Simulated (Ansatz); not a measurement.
An Ansatz input and the part of its output that reports the observables at the nuclei.

The start is a COD entry.

```yaml
crystal:
  lattice:
    - [7.595, 0.0, 0.0]
    - [-3.7975, 6.5774629417, 0.0]
    - [0.0, 0.0, 2.9023]
  atoms:
    - { symbol: Si, position: [0.7687, 0.1744, 0.25] }
    - { symbol: Si, position: [0.5943, 0.7687, 0.75] }
    - { symbol: Si, position: [0.8256, 0.5943, 0.25] }
    - { symbol: Si, position: [0.2313, 0.8256, 0.75] }
    - { symbol: Si, position: [0.4057, 0.2313, 0.25] }
    - { symbol: Si, position: [0.1744, 0.4057, 0.75] }
    - { symbol: "N", position: [0.0297, 0.3295, 0.265] }
    - { symbol: "N", position: [0.7002, 0.0297, 0.765] }
    - { symbol: "N", position: [0.6705, 0.7002, 0.265] }
    - { symbol: "N", position: [0.9703, 0.6705, 0.765] }
    - { symbol: "N", position: [0.2998, 0.9703, 0.265] }
    - { symbol: "N", position: [0.3295, 0.2998, 0.765] }
    - { symbol: "N", position: [0.3333333333, 0.6666666667, 0.2344] }
    - { symbol: "N", position: [0.6666666667, 0.3333333333, 0.7344] }
kpoints:
  mp_grid: { grid: [4, 4, 10] }
scf:
  occupations: { method: fermi_dirac, width: 0.02 }
hamiltonian:
  xc: pbe
  pseudopotentials: { kind: paw }
output:
  forces: true
  stress: true
  populations: true
  efg:
    quadrupole_moments_barn: { "N": 0.02044 }
    contact_densities: true
  write_density: true
  write_potential: true
  elf: true
  volumetric_format: npy
relax:
  f_tol: 0.02
  max_steps: 60
```

```sh
ansatz run input.yaml --threads 4 --pin off --max-ram 8192MiB --backend cpu --events-out ev --progress --plain --runs-dir out
```

The run relaxes the ions first, and the block belongs to the relaxed positions.

Of the output, the block on the nuclei alone is shown; the set-up, the SCF iterations, energies, forces and stress are cut. One atom of each set with nearly equal values is shown.

```
--- PAW observables at the nuclei: V_zz in 10²¹ V/m², potentials from the cell's mean, atoms counted from 1 ---
  atom   1  Si V_zz =    +0.987335   η = 0.4201   by run symmetry: allowed
            electrostatic potential = -1359.995265 V   contact ρ = 12804.218820 e/Å³
  atom   7  N  V_zz =    -4.900511   η = 0.0729   by run symmetry: allowed   C_q = -2.4220 MHz
            electrostatic potential = -516.125828 V   contact ρ = 1411.717111 e/Å³
  atom  13  N  V_zz =    -4.834452   η = 0.0000   by run symmetry: allowed   C_q = -2.3894 MHz
            electrostatic potential = -516.527972 V   contact ρ = 1411.785661 e/Å³
```

The relaxation (11 steps) took 56 s of wall time (3.6 min of CPU time) and 0.56 GiB at its peak, on 4 threads of Arm Neoverse V1 (aarch64; 8 cores open to the job, memory cap 8.0 GiB, no GPU), a shared host with a load of 0.6 a core.

At this cell the PBE pressure is 6 GPa, so with PBE the cell would grow if it were relaxed.
